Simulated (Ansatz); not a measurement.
Write a Python script for Ansatz's Python interface that makes a single point of K, space group P6_3/mmc. Level of theory: PBE, PAW, the default cutoff (420 eV here), 5×5×3 k-points, Gaussian smearing of 0.15 eV.

Input file `k.cif`:
```cif
data_K
_cell_length_a 4.762396
_cell_length_b 4.762396
_cell_length_c 7.829971
_cell_angle_alpha 90.00000
_cell_angle_beta 90.00000
_cell_angle_gamma 120.00000
_symmetry_space_group_name_H-M 'P 1'
_symmetry_Int_Tables_number 1
loop_
_symmetry_equiv_pos_as_xyz
'x, y, z'
loop_
_atom_site_label
_atom_site_type_symbol
_atom_site_fract_x
_atom_site_fract_y
_atom_site_fract_z
K1 K    0.333333    0.666667    0.250000
K2 K    0.666667    0.333333    0.750000
```

Script `scf_k.py`:
```python
'''Single point of K.'''

import warnings

import ansatz as az
from ase.io import read
import numpy as np

warnings.simplefilter('ignore', az.DeckWarning)

atoms = read('k.cif')
xtal = az.Crystal.from_ase(atoms)

# settings of the run
model = (
    xtal.calculation()
    .functional('pbe')
    .kpoints(5, 5, 3)
    .occupations(az.OccupationsMethod.GAUSSIAN, width=150 * az.meV)
    .density()
)
result = model.run(threads=1)
r = result.report

for key in ('converged', 'n_iterations', 'n_electrons', 'n_kpoints', 'n_pw', 'n_symmetry_ops', 'free_energy_ev', 'fermi_energy_ev'):
    print(f'{key:18s} {r[key]}')

rho = result.density()
total = sum(ch.density_e_per_ang3 for ch in rho.channels[:2]) if len(rho.channels) < 3 else rho.channels[0].density_e_per_ang3
print('grid', rho.dims, 'electrons', round(float(total.mean() * rho.cell_volume_ang3), 4))
print(f'density range {total.min():.4f} to {total.max():.4f} e/A^3')
print(np.array2string(total[:: max(rho.dims[0] // 8, 1), :: max(rho.dims[1] // 8, 1), 0], precision=3, suppress_small=True))

print(model.to_yaml())
```

`python scf_k.py` gives:
```text
converged          True
n_iterations       6
n_electrons        18.0
n_kpoints          10
n_pw               3009
n_symmetry_ops     24
free_energy_ev     -3075.613208278357
fermi_energy_ev    1.6762436967291456
grid (32, 32, 54) electrons 18.0
density range 0.0135 to 4.2129 e/A^3
[[0.014 0.014 0.014 0.015 0.016 0.015 0.014 0.014]
 [0.014 0.014 0.014 0.015 0.016 0.016 0.015 0.014]
 [0.014 0.014 0.014 0.015 0.016 0.017 0.016 0.015]
 [0.015 0.015 0.015 0.015 0.016 0.017 0.017 0.016]
 [0.016 0.016 0.016 0.016 0.016 0.016 0.016 0.016]
 [0.015 0.016 0.017 0.017 0.016 0.015 0.015 0.015]
 [0.014 0.015 0.016 0.017 0.016 0.015 0.014 0.014]
 [0.014 0.014 0.015 0.016 0.016 0.015 0.014 0.014]]
crystal:
  lattice:
    - [4.762396, 0.0, 0.0]
    - [-2.381197999999999, 4.124355918881395, 0.0]
    - [0.0, 0.0, 7.829971]
  atoms:
    - { symbol: K, position: [0.333333, 0.666667, 0.25] }
    - { symbol: K, position: [0.666667, 0.333333, 0.7499999999999999] }
kpoints:
  mp_grid:
    grid: [5, 5, 3]
hamiltonian:
  xc: pbe
scf:
  occupations:
    method: gaussian
    width: 0.15
output:
  write_density: true
```

What to keep in mind:
- Absolute energies stand on the zero of these potentials, so only differences at equal settings mean something. A total without «per atom» is that of the cell as typed.
- For a metal this k-point mesh is coarse: on a finer one energies can move by several to tens of meV an atom and pressures by half a GPa or more, differences at one mesh by less.
- Only differences from the Fermi energy are physical; the zero of the scale is a convention.
- The fields are valence quantities on the plane-wave grid; their values near the nuclei depend on the potentials.
- This isn't the structure that K takes at ambient conditions.

(Lines on the test bed's own set-up are left out of the output.)
